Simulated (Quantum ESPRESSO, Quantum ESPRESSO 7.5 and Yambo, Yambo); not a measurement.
## Quasiparticle gap of CdTe (F-43m) in Yambo

How does a plane-wave GW calculation on CdTe (F-43m) run from the first input to the gap?

Main program and level: Quantum ESPRESSO 7.5 and Yambo 5.3.0; PBE and many-body steps on it, plane waves.

**What was measured.**

- Gap 1.32 ± 0.02 eV: direct optical gap from Tauc analysis, 2.5 h deposition; UV-vis diffuse reflectance; film (electrodeposited 2.5 h on FTO, nearly stoichiometric) (“Electrodeposition of CdTe Thin Films for Solar Energy Water Splitting”, 2020, pmc:7177234).

- Gap 1.592 eV: near-band-edge L1 bound-exciton energy extrapolated to 0 K (Varshni), slightly below the true gap; temperature-dependent photoluminescence; 0 K; bulk crystal (vertical Bridgman single crystal) (“Photoluminescence characteristics of Cd1-xMnxTe single crystals grown by the vertical Bridgman method”, 2012, pmc:3275455).

- Gap 1.48 ± 0.02 eV: direct optical gap from Tauc analysis, 1.5 h deposition; UV-vis diffuse reflectance; film (electrodeposited 1.5 h on FTO, Te-rich) (“Electrodeposition of CdTe Thin Films for Solar Energy Water Splitting”, 2020, pmc:7177234).

## Step 1: The structure

The structure is cubic, space group F-43m (No. 216). Conventional cell: a = 6.480 Å, b = 6.480 Å, c = 6.480 Å, α = 90.00°, β = 90.00°, γ = 90.00°. Nearest to Cd lie 4 Te at 2.81 Å. Nearest to Te lie 4 Cd at 2.81 Å. Farther neighbours and most contacts between anions are not listed.

Structure file:

```cif
data_structure
_symmetry_space_group_name_H-M 'F-43m'
_symmetry_Int_Tables_number 216
_cell_length_a 6.4800
_cell_length_b 6.4800
_cell_length_c 6.4800
_cell_angle_alpha 90.000
_cell_angle_beta 90.000
_cell_angle_gamma 90.000
_cell_volume 272.10
loop_
_atom_site_label
_atom_site_type_symbol
_atom_site_symmetry_multiplicity
_atom_site_Wyckoff_symbol
_atom_site_fract_x
_atom_site_fract_y
_atom_site_fract_z
_atom_site_occupancy
Cd1 Cd 4 a 0.00000 0.00000 0.00000 1
Te1 Te 4 d 0.25000 0.25000 0.75000 1
```

The cell and positions come from the Crystallography Open Database and are kept as given unless a step says otherwise. Spin-orbit coupling is left out unless a step names it.

## Step 2: Ground state

This step: Quantum ESPRESSO 7.5; DFT, PBE, plane waves, norm-conserving pseudopotentials.

The ground-state density comes first.

pw.in reads:

```
&control
  calculation = 'scf'
  prefix = 'x'
  outdir = 'o'
  pseudo_dir = 'pseudo'
/
&system
  ibrav = 0
  nat = 2
  ntyp = 2
  ecutwfc = 94.0
  nbnd = 27
  force_symmorphic = .true.
/
&electrons
  conv_thr = 1e-10
  electron_maxstep = 80
  mixing_beta = 0.5
/
ATOMIC_SPECIES
  Cd 112.41 Cd.upf
  Te 127.6 Te.upf
CELL_PARAMETERS angstrom
  0.0000000000 3.2400000000 3.2400000000
  3.2400000000 0.0000000000 3.2400000000
  3.2400000000 3.2400000000 0.0000000000
ATOMIC_POSITIONS crystal
  Cd 0.0000000000 0.0000000000 0.0000000000
  Te 0.2500000000 0.2500000000 0.2500000000
K_POINTS automatic
  6 6 6 0 0 0
```

Started as:

```
$ OMP_NUM_THREADS=1 mpirun -n 4 pw.x -nk 4 -in pw.in > pw.out
```

Log:

```text
Program PWSCF v.7.5 starts

     This program is part of the open-source Quantum ESPRESSO suite
     for quantum simulation of materials; please cite
         "P. Giannozzi et al., J. Phys.:Condens. Matter 21 395502 (2009);
         "P. Giannozzi et al., J. Phys.:Condens. Matter 29 465901 (2017);
         "P. Giannozzi et al., J. Chem. Phys. 152 154105 (2020);
     in publications or presentations arising from this work. More details at
     Message from routine setup:
     using ibrav=0 with symmetry is DISCOURAGED, use correct ibrav instead

     G-vector sticks info

     bravais-lattice index     =            0
     lattice parameter (alat)  =       8.6588  a.u.
     unit-cell volume          =     459.0517 (a.u.)^3
     number of atoms/cell      =            2
     number of atomic types    =            2
     number of electrons       =        44.00
     number of Kohn-Sham states=           27
     kinetic-energy cutoff     =      94.0000  Ry
     charge density cutoff     =     376.0000  Ry
     scf convergence threshold =      1.0E-10
     mixing beta               =       0.5000
     number of iterations used =            8  plain     mixing
     Exchange-correlation= PBE
                           (   1   4   3   4   0   0   0)

     celldm(1)=   8.658823  celldm(2)=   0.000000  celldm(3)=   0.000000
     celldm(4)=   0.000000  celldm(5)=   0.000000  celldm(6)=   0.000000

     crystal axes: (cart. coord. in units of alat)
               a(1) = (   0.000000   0.707107   0.707107 )
               a(2) = (   0.707107   0.000000   0.707107 )
               a(3) = (   0.707107   0.707107   0.000000 )

     reciprocal axes: (cart. coord. in units 2 pi/alat)
               b(1) = ( -0.707107  0.707107  0.707107 )
               b(2) = (  0.707107 -0.707107  0.707107 )
               b(3) = (  0.707107  0.707107 -0.707107 )
     Pseudo is Norm-conserving + core correction, Zval = 20.0
     Generated using ONCVPSP code by D. R. Hamann
     Using radial grid of 1368 points,  6 beta functions with:
     Pseudo is Norm-conserving + core correction, Zval = 24.0
     Generated using ONCVPSP code by D. R. Hamann
     Using radial grid of 1294 points,  8 beta functions with:
     Cd               20.00   112.41000     Cd( 1.00)
     Te               24.00   127.60000     Te( 1.00)

     24 Sym. Ops. (no inversion) found

   Cartesian axes

     site n.     atom                  positions (alat units)
         1        Cd     tau(   1) = (   0.0000000   0.0000000   0.0000000  )
         2        Te     tau(   2) = (   0.3535534   0.3535534   0.3535534  )

     number of k points=    16
                       cart. coord. in units 2pi/alat
        k(    1) = (   0.0000000   0.0000000   0.0000000), wk =   0.0092593
        k(    2) = (   0.1178511   0.1178511  -0.1178511), wk =   0.0740741
        k(    3) = (   0.2357023   0.2357023  -0.2357023), wk =   0.0740741
        k(    4) = (  -0.3535534  -0.3535534   0.3535534), wk =   0.0370370
        k(    5) = (   0.2357023   0.0000000  -0.0000000), wk =   0.0555556
        k(    6) = (   0.3535534   0.1178511  -0.1178511), wk =   0.2222222
        k(    7) = (  -0.2357023  -0.4714045   0.4714045), wk =   0.2222222
        k(    8) = (  -0.1178511  -0.3535534   0.3535534), wk =   0.2222222
        k(    9) = (   0.0000000  -0.2357023   0.2357023), wk =   0.1111111
        k(   10) = (   0.4714045   0.0000000  -0.0000000), wk =   0.0555556
     [... 4 further rows ...]
        k(   15) = (  -0.1178511  -0.3535534   0.5892557), wk =   0.2222222
        k(   16) = (  -0.7071068   0.2357023   0.0000000), wk =   0.1111111

     Dense  grid:    56833 G-vectors     FFT dimensions: (  54,  54,  54)

     Initial potential from superposition of free atoms

     starting charge      43.9996, renormalised to      44.0000
     Starting wfcs are   23 randomized atomic wfcs +    4 random wfcs

     per-process dynamical memory:    48.1 Mb

     Self-consistent Calculation

     iteration #  1     ecut=    94.00 Ry     beta= 0.50

     Threshold (ethr) on eigenvalues was too large:
     Diagonalizing with lowered threshold

     total energy              =    -911.71303440 Ry
     estimated scf accuracy    <       0.05445599 Ry

     iteration #  2     ecut=    94.00 Ry     beta= 0.50

     total energy              =    -911.72582198 Ry
     estimated scf accuracy    <       0.00649679 Ry

     iteration #  3     ecut=    94.00 Ry     beta= 0.50

     total energy              =    -911.72678033 Ry
     estimated scf accuracy    <       0.00078054 Ry

     iteration #  4     ecut=    94.00 Ry     beta= 0.50

     total energy              =    -911.72684356 Ry
     estimated scf accuracy    <       0.00003914 Ry

     iteration #  5     ecut=    94.00 Ry     beta= 0.50

     total energy              =    -911.72684964 Ry
     estimated scf accuracy    <       0.00000207 Ry

     iteration #  6     ecut=    94.00 Ry     beta= 0.50

     total energy              =    -911.72685028 Ry
     estimated scf accuracy    <       0.00000020 Ry

     iteration #  7     ecut=    94.00 Ry     beta= 0.50

     total energy              =    -911.72685033 Ry
     estimated scf accuracy    <       0.00000004 Ry

     iteration #  8     ecut=    94.00 Ry     beta= 0.50

     total energy              =    -911.72685034 Ry
     estimated scf accuracy    <          1.3E-09 Ry

     iteration #  9     ecut=    94.00 Ry     beta= 0.50

     End of self-consistent calculation

          k = 0.0000 0.0000 0.0000 (  7119 PWs)   bands (ev):

  -150.4559-100.4825-100.4825-100.4825 -93.9053 -54.9601 -54.9601 -54.9601
   -27.7572 -27.7572 -27.7572 -27.7493 -27.7493  -2.9059  -0.0114  -0.0114
    -0.0114   0.2489   0.2489   8.2696   8.2696   8.2696   9.0401  12.8896
    12.8896  12.8896  15.7323

          k = 0.1179 0.1179-0.1179 (  7099 PWs)   bands (ev):

  -150.4559-100.4825-100.4825-100.4825 -93.9053 -54.9601 -54.9601 -54.9601
   -27.7572 -27.7571 -27.7571 -27.7493 -27.7493  -2.8061   0.0073   0.0073
     0.0721   0.2477   0.2477   6.5355   8.0422   8.0422  10.1291  13.0047
    13.2280  13.2280  16.8030

          k = 0.2357 0.2357-0.2357 (  7072 PWs)   bands (ev):

  -150.4559-100.4825-100.4825-100.4825 -93.9053 -54.9602 -54.9601 -54.9601
   -27.7572 -27.7569 -27.7569 -27.7492 -27.7492  -2.6065   0.0395   0.0395
     0.2517   0.2517   0.3518   4.6935   7.6614   7.6614  10.2025  13.5145
    13.5145  14.5341  16.3414

          k =-0.3536-0.3536 0.3536 (  7120 PWs)   bands (ev):

     [... further k-points ...]

     highest occupied, lowest unoccupied level (ev):     8.2696    9.0401

!    total energy              =    -911.72685034 Ry
     estimated scf accuracy    <          4.7E-11 Ry

     The total energy is the sum of the following terms:
     one-electron contribution =    -703.52208015 Ry
     hartree contribution      =     340.89972353 Ry
     xc contribution           =    -120.80708531 Ry
     ewald contribution        =    -428.29740841 Ry

     convergence has been achieved in   9 iterations

     XML data file, charge density, pseudopotentials, collected wavefunctions

=------------------------------------------------------------------------------=
   JOB DONE.
=------------------------------------------------------------------------------=
```

Wall time 18 s (4 MPI ranks of Arm Neoverse V1, shared host); peak memory 0.39 GiB.

Numbers from this step:

* total energy: -12404.6757 eV
* gap: 0.7705 eV
* k of the valence top: 0, 0, 0
* k of the conduction bottom: 0, 0, 0
* least direct gap: 0.7705 eV

The gap is direct, at Γ.

## Step 3: Bands along the symmetry lines

Levels along a band path, at the cheap level, show where the edges lie and whether the meshes to come will hold them.

pw.in reads:

```
&control
  calculation = 'bands'
  prefix = 'x'
  outdir = 'o'
  pseudo_dir = 'pseudo'
/
&system
  ibrav = 0
  nat = 2
  ntyp = 2
  ecutwfc = 94.0
  nbnd = 28
  force_symmorphic = .true.
/
&electrons
  conv_thr = 1e-9
  electron_maxstep = 80
  diago_full_acc = .true.
  diago_thr_init = 5e-6
/
ATOMIC_SPECIES
  Cd 112.41 Cd.upf
  Te 127.6 Te.upf
CELL_PARAMETERS angstrom
  0.0000000000 3.2400000000 3.2400000000
  3.2400000000 0.0000000000 3.2400000000
  3.2400000000 3.2400000000 0.0000000000
ATOMIC_POSITIONS crystal
  Cd 0.0000000000 0.0000000000 0.0000000000
  Te 0.2500000000 0.2500000000 0.2500000000
K_POINTS crystal
  50
  0.00000000 0.00000000 0.00000000 1
  -0.06250000 -0.06250000 0.00000000 1
  -0.12500000 -0.12500000 0.00000000 1
  -0.18750000 -0.18750000 0.00000000 1
  -0.25000000 -0.25000000 0.00000000 1
  -0.31250000 -0.31250000 0.00000000 1
  -0.37500000 -0.37500000 0.00000000 1
  -0.43750000 -0.43750000 0.00000000 1
  -0.50000000 -0.50000000 0.00000000 1
  -0.48437500 -0.48437500 0.03125000 1
  -0.46875000 -0.46875000 0.06250000 1
  -0.45312500 -0.45312500 0.09375000 1
  -0.43750000 -0.43750000 0.12500000 1
  -0.42187500 -0.42187500 0.15625000 1
  -0.40625000 -0.40625000 0.18750000 1
  -0.39062500 -0.39062500 0.21875000 1
  -0.37500000 -0.37500000 0.25000000 1
  -0.37500000 0.00000000 0.37500000 1
  -0.32812500 0.00000000 0.32812500 1
  -0.28125000 0.00000000 0.28125000 1
  -0.23437500 0.00000000 0.23437500 1
  -0.18750000 0.00000000 0.18750000 1
  -0.14062500 0.00000000 0.14062500 1
  -0.09375000 0.00000000 0.09375000 1
  -0.04687500 0.00000000 0.04687500 1
  0.00000000 0.00000000 0.00000000 1
  0.00000000 0.00000000 0.06250000 1
  0.00000000 0.00000000 0.12500000 1
  0.00000000 0.00000000 0.18750000 1
  0.00000000 0.00000000 0.25000000 1
  0.00000000 0.00000000 0.31250000 1
  0.00000000 0.00000000 0.37500000 1
  0.00000000 0.00000000 0.43750000 1
  0.00000000 0.00000000 0.50000000 1
  -0.06250000 -0.03125000 0.46875000 1
  -0.12500000 -0.06250000 0.43750000 1
  -0.18750000 -0.09375000 0.40625000 1
  -0.25000000 -0.12500000 0.37500000 1
  -0.31250000 -0.15625000 0.34375000 1
  -0.37500000 -0.18750000 0.31250000 1
  -0.43750000 -0.21875000 0.28125000 1
  -0.50000000 -0.25000000 0.25000000 1
  -0.50000000 -0.28125000 0.21875000 1
  -0.50000000 -0.31250000 0.18750000 1
  -0.50000000 -0.34375000 0.15625000 1
  -0.50000000 -0.37500000 0.12500000 1
  -0.50000000 -0.40625000 0.09375000 1
  -0.50000000 -0.43750000 0.06250000 1
  -0.50000000 -0.46875000 0.03125000 1
  -0.50000000 -0.50000000 0.00000000 1
```

Log:

```text
[banner, memory and clock lines left out]
Program PWSCF v.7.5 starts

     Atomic positions and unit cell read from directory:
     o/x.save/

     Message from routine setup:
     using ibrav=0 with symmetry is DISCOURAGED, use correct ibrav instead

     G-vector sticks info

     bravais-lattice index     =            0
     lattice parameter (alat)  =       8.6588  a.u.
     unit-cell volume          =     459.0517 (a.u.)^3
     number of atoms/cell      =            2
     number of atomic types    =            2
     number of electrons       =        44.00
     number of Kohn-Sham states=           28
     kinetic-energy cutoff     =      94.0000  Ry
     charge density cutoff     =     376.0000  Ry
     Exchange-correlation= PBE
                           (   1   4   3   4   0   0   0)

     celldm(1)=   8.658823  celldm(2)=   0.000000  celldm(3)=   0.000000
     celldm(4)=   0.000000  celldm(5)=   0.000000  celldm(6)=   0.000000

     crystal axes: (cart. coord. in units of alat)
               a(1) = (   0.000000   0.707107   0.707107 )
               a(2) = (   0.707107   0.000000   0.707107 )
               a(3) = (   0.707107   0.707107   0.000000 )

     reciprocal axes: (cart. coord. in units 2 pi/alat)
               b(1) = ( -0.707107  0.707107  0.707107 )
               b(2) = (  0.707107 -0.707107  0.707107 )
               b(3) = (  0.707107  0.707107 -0.707107 )
     Pseudo is Norm-conserving + core correction, Zval = 20.0
     Generated using ONCVPSP code by D. R. Hamann
     Using radial grid of 1368 points,  6 beta functions with:
     Pseudo is Norm-conserving + core correction, Zval = 24.0
     Generated using ONCVPSP code by D. R. Hamann
     Using radial grid of 1294 points,  8 beta functions with:
     Cd               20.00   112.41000     Cd( 1.00)
     Te               24.00   127.60000     Te( 1.00)

     24 Sym. Ops. (no inversion) found

   Cartesian axes

     site n.     atom                  positions (alat units)
         1        Cd     tau(   1) = (   0.0000000   0.0000000   0.0000000  )
         2        Te     tau(   2) = (   0.3535534   0.3535534   0.3535534  )

     number of k points=    50
                       cart. coord. in units 2pi/alat
        k(    1) = (   0.0000000   0.0000000   0.0000000), wk =   0.0400000
        k(    2) = (   0.0000000   0.0000000  -0.0883883), wk =   0.0400000
        k(    3) = (   0.0000000   0.0000000  -0.1767767), wk =   0.0400000
[...]
[... 38 further rows ...]
        k(   49) = (   0.0441942  -0.0000000  -0.7071068), wk =   0.0400000
        k(   50) = (   0.0000000   0.0000000  -0.7071068), wk =   0.0400000

     Dense  grid:    56833 G-vectors     FFT dimensions: (  54,  54,  54)

     The potential is recalculated from file :
     o/x.save/charge-density

     Starting wfcs are   23 randomized atomic wfcs +    5 random wfcs

     Band Structure Calculation

     End of band structure calculation

          k = 0.0000 0.0000 0.0000 (  7119 PWs)   bands (ev):

  -150.4559-100.4824-100.4824-100.4824 -93.9054 -54.9602 -54.9602 -54.9602
   -27.7572 -27.7572 -27.7572 -27.7493 -27.7493  -2.9059  -0.0114  -0.0114
    -0.0114   0.2488   0.2488   8.2696   8.2696   8.2696   9.0401  12.8896
    12.8896  12.8896  15.7323  17.7426

          k = 0.0000 0.0000-0.0884 (  7055 PWs)   bands (ev):

  -150.4559-100.4824-100.4824-100.4824 -93.9054 -54.9602 -54.9602 -54.9602
   -27.7572 -27.7570 -27.7570 -27.7493 -27.7492  -2.8857  -0.0057  -0.0057
[...]
13.0421  13.0421  16.0292  16.9638

          k = 0.0000 0.0000-0.1768 (  7075 PWs)   bands (ev):

  -150.4559-100.4824-100.4824-100.4824 -93.9054 -54.9602 -54.9602 -54.9602
[...]
13.4575  13.4575  15.9608  16.8536

          k =-0.0000 0.0000-0.2652 (  7055 PWs)   bands (ev):

[...]
k = 0.0000 0.0000-0.3536 (  7059 PWs)   bands (ev):

[...]
k = 0.0000-0.0000-0.4419 (  7059 PWs)   bands (ev):

[...]
k =-0.0000 0.0000-0.5303 (  7055 PWs)   bands (ev):

[...]
k = 0.0000-0.0000-0.6187 (  7071 PWs)   bands (ev):

[...]
k = 0.5303-0.0000-0.5303 (  7030 PWs)   bands (ev):

[...]
k = 0.0000 0.0000 0.0000 (  7119 PWs)   bands (ev):

[...]
k = 0.1326 0.0000-0.7071 (  7056 PWs)   bands (ev):

[...]
k = 0.0884-0.0000-0.7071 (  7054 PWs)   bands (ev):

[...]
k = 0.0442-0.0000-0.7071 (  7066 PWs)   bands (ev):

  -150.4559-100.4824-100.4824-100.4824 -93.9054 -54.9602 -54.9602 -54.9602
[...]
16.9418  17.2513  17.5044  19.2383

          k = 0.0000 0.0000-0.7071 (  7078 PWs)   bands (ev):

  -150.4559-100.4824-100.4824-100.4824 -93.9054 -54.9603 -54.9602 -54.9602
   -27.7578 -27.7566 -27.7566 -27.7494 -27.7490  -2.3880   0.1439   0.1529
     0.1529   0.2791   0.7400   3.9680   6.4086   6.4086  10.8859  10.9507
    17.0978  17.4167  17.4167  19.2021

     XML data file, pseudopotentials, collected wavefunctions
```

Run time: 14 s. Hardware: 4 MPI ranks; peak memory 0.31 GiB; 55 s of CPU time.

This step gave:

| Quantity | Value |
| --- | --- |
| gap | 0.7705 eV |
| k of the valence top | 0, 0, 0 |
| k of the conduction bottom | 0, 0, 0 |
| least direct gap | 0.7705 eV |

The gap is 0.770 eV, as in the run before at this level.

Electronic bands along the path, in eV, zero at the top of the highest filled band:

```tsv
point	band 19	band 20	band 21	band 22	band 23	band 24	band 25	band 26
Γ	-8.02	0.00	0.00	0.00	0.77	4.62	4.62	4.62
halfway	-7.99	-2.66	-1.08	-1.08	2.95	3.34	6.49	6.49
X	-7.53	-4.30	-1.86	-1.86	2.62	2.68	8.83	9.15
halfway	-7.51	-4.27	-2.15	-1.78	2.72	3.25	8.10	8.50
U	-7.48	-4.20	-2.55	-1.54	2.91	4.53	7.36	7.48
jump to K	-7.48	-4.20	-2.55	-1.54	2.91	4.53	7.36	7.48
halfway	-7.96	-3.01	-1.49	-0.45	2.83	4.89	5.33	5.45
Γ	-8.02	0.00	0.00	0.00	0.77	4.62	4.62	4.62
halfway	-8.02	-2.72	-0.43	-0.43	1.99	5.17	5.17	5.37
L	-7.67	-4.42	-0.77	-0.77	1.82	5.21	5.21	7.07
halfway	-7.57	-4.23	-2.06	-1.26	3.24	4.61	5.99	7.21
W	-7.45	-4.18	-2.32	-2.19	4.26	4.69	5.57	6.32
halfway	-7.49	-4.24	-2.10	-2.04	3.32	3.32	7.47	7.56
X	-7.53	-4.30	-1.86	-1.86	2.62	2.68	8.83	9.15
```

The electronic bands as a text plot (rows in eV, shown from -8.0 to 6.8 only):

```
    6.5 |     ++            ++                 +         ++++
    5.8 |    +              ++++             ++      ++++ ++
    5.2 |  ++              ++++++++++      ++++++++++    +
    4.6 |++               +     ++++++++++++        ++++++++
    4.0 |  ++            +                              +++++
    3.4 |    +++++     ++   ++++                      ++     +
    2.8 |    +++++++++++++++    +                    +        +++
    2.2 |  ++                    ++++      +++++  +++
    1.5 | +                          +   ++     ++
    0.9 |+                            +++
    0.3 |
   -0.3 |****                   ***************
   -0.9 |    ***            **** **      **    *******
   -1.5 |  **   ***** ******    *  **               *****
   -2.2 |    *       ****   **** **        *          ***********
   -2.8 |     **         ***    *           *
   -3.4 |       **            **             **
   -4.0 |         ************                 **    ************
   -4.6 |                                        ****
   -5.2 |
   -5.8 |
   -6.5 |
   -7.1 |
   -7.7 |     *******************            ********************
         Γ           X  U|K            Γ         L        W     X
```

[end of part 1 of 2]

[Paths, hosts, dates, memory and timing lines, banners, echoed tables and standing remarks are left out of the program output.]

[Logs are printed without paths, hosts, clocks, repeated set-up lines and the standing remarks that a program may print on its own settings, such as how far it seeks lower states.]

[Runs of the session that timed out or met a known fault of the program may be left out.]

[Hosts, paths, dates, database ids (printed as entryN), source tags and the programs' standing remarks are cut or masked in the printed files.]
